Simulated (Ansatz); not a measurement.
**SrO: energy along a strain**

SrO, Fm-3m, a = 5.140 Å (as given, not relaxed at this level: 1.1 GPa). Ansatz: r2SCAN, PAW, 500 eV, Γ-centred 8×8×8 mesh on 2 atoms, Gaussian smearing 0.05 eV; no spin polarisation. Cell vectors (Å): 0.000 2.570 2.570; 2.570 0.000 2.570; 2.570 2.570 0.000. The cell is strained by x per cent times the pattern (0 0 0 0 1 0) in the order xx yy zz yz xz xy (engineering shears), with fractional coordinates held. y is the free energy over the start, V0 = 16.971 Å³/atom. Symmetry makes y even in x.

```
x (%) y (meV/atom)
-4.00             ?
-2.00          1.18
 0.00          0.00
 0.50          0.07
 1.00          0.29
 1.50          0.66
 2.50          1.85
 3.00          2.66
 3.50          3.62
```

Question: Fit y = c2 x² + c4 x⁴ to the other rows, get the stiffness along the pattern, and predict the missing energy.

Answer: Least squares on the rows shown. y = 0.2950 x² + 5.001×10⁻⁵ x⁴. The clamped-ion stiffness p·C·p = 2 × 2.950 eV × 160.2 / 16.971 Å³ = 56 GPa, which is C55 in these axes (C44 of the cubic crystal) (second derivative at the start, which stands under stress). At x = -4.00 the fit asked for gives 4.73 meV/atom. The run gave 4.73 meV/atom, the same to the digits shown.